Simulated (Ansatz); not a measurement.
Base system: InN in the zinc blende structure (space group F-43m, No. 216).

```
InN
1.0
    0.00000     2.49330     2.49330
    2.49330     0.00000     2.49330
    2.49330     2.49330     0.00000
N In
1 1
Cartesian
  3.73995   3.73995   3.73995
  0.00000   0.00000   0.00000
```

Cartesian axes are those of the cell as printed.

Computed with Kohn–Sham DFT with the PBEsol functional, run in Ansatz (a first-principles code) with PAW and 420 eV plane waves, no spin-orbit coupling.

Free-standing slabs (2 atom(s) a layer) normal to [110] with 15 Å of vacuum; in-plane cell held at bulk.

One change was made to it. Results:

The band gap becomes 0.46 eV (base: zero); the excess energy per area of both faces (slab less bulk energy over the cell's area: twice a surface energy) amounts to 2.9 J/m² (uncertain by up to 0.09 J/m²).

Task: Name the change that was made.
A) 2 layers
B) 3 layers
C) 5 layers

Result: C, 5 layers. For comparison, the band gap in the other runs: 3 layers gives 0.63 eV; 2 layers gives 1.17 eV.

The excess energy carries the mismatch between the slab's and the bulk's meshes. Whether these cells are dynamically stable was not tested. All final runs are without spin polarisation. This is not the structure that InN has at room temperature and ambient pressure. A zero or small gap of InN can be the functional's error rather than a property of the material.
